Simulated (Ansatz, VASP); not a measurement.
Given: the input of a run of VASP 6.6.1 on Ag.

Contents of INCAR:

```
PREC     = Accurate       # precision mode
ENCUT    = 520            # plane-wave cutoff, eV
EDIFF    = 1E-7           # SCF threshold, eV
ISMEAR   = -1             # smearing method
SIGMA    = 0.05           # smearing width, eV
LREAL    = F              # projectors in reciprocal space
LASPH    = T              # aspherical terms in the spheres
NELM     = 60             # most SCF steps
ALGO     = Normal         # electronic algorithm
ISIF     = 2              # what is computed and relaxed
LWAVE    = F              # write WAVECAR
LCHARG   = F              # write CHGCAR
GGA      = PS             # functional
NBANDS   = 12             # bands
```

File KPOINTS:

```
regular mesh
0
Gamma
  11 11 11
```

POSCAR

```
Ag
1.0
   -0.0062230000      2.0386280000      2.0672000000
    2.0149730000      0.0469460000      2.0140300000
    2.0855950000      2.0560800000     -0.0236760000
Ag
1
Direct
    0.0022060000      0.0285520000     -0.0104340000
```

Potentials or basis: VASP PAW PBE potentials, release 64 (Ag).

Command:

```bash
$ cat potpaw_PBE.64/Ag/POTCAR > POTCAR
$ mpirun -np 1 vasp_std > vasp.out
```

Problem. Set up the same calculation for Ansatz 0.2.0. Potentials there: Ansatz PAW.

Solution. As run (the cutoff follows the program's own potentials):

The input input.yaml:

```yaml
crystal:
  lattice:
    - [-0.006223, 2.038628, 2.0672]
    - [2.014973, 0.046946, 2.01403]
    - [2.085595, 2.05608, -0.023676]
  atoms:
    - { symbol: Ag, position: [0.002206, 0.028552, -0.010434] }
hamiltonian:
  xc: pbesol
  pseudopotentials: { kind: paw }
kpoints:
  mp_grid: { grid: [11, 11, 11] }
scf:
  occupations: { method: fermi_dirac, width: 0.05 }
output:
  forces: true
  stress: true
  eigenvalues: true
```

Potentials or basis: Ansatz PAW.

The run is started by

```sh
$ ansatz run input.yaml --threads 1 --pin off --max-ram 3584MiB --backend cpu --events-out ev --progress --plain --runs-dir out
```

Both were run:

|  | VASP | Ansatz | Ansatz less VASP |
| --- | --- | --- | --- |
| gap on the k mesh at the Fermi level (eV) | none | none | - |
| pressure (GPa) | -2.7 | -2.5 | +0.19 |
| largest component of the traceless stress (GPa) | 1.69 | 1.71 | +0.020 |

A gap of «none» marks a metal or a gap that the smearing closes. The two sets of potentials don't hold the same shells in valence.

Caveats: the PAW data sets were made with another functional, which shifts forces and pressure a little (VASP); the PAW data sets come from PBE, with cores solved anew for the run's functional, which leaves a small shift of forces and pressure (Ansatz).
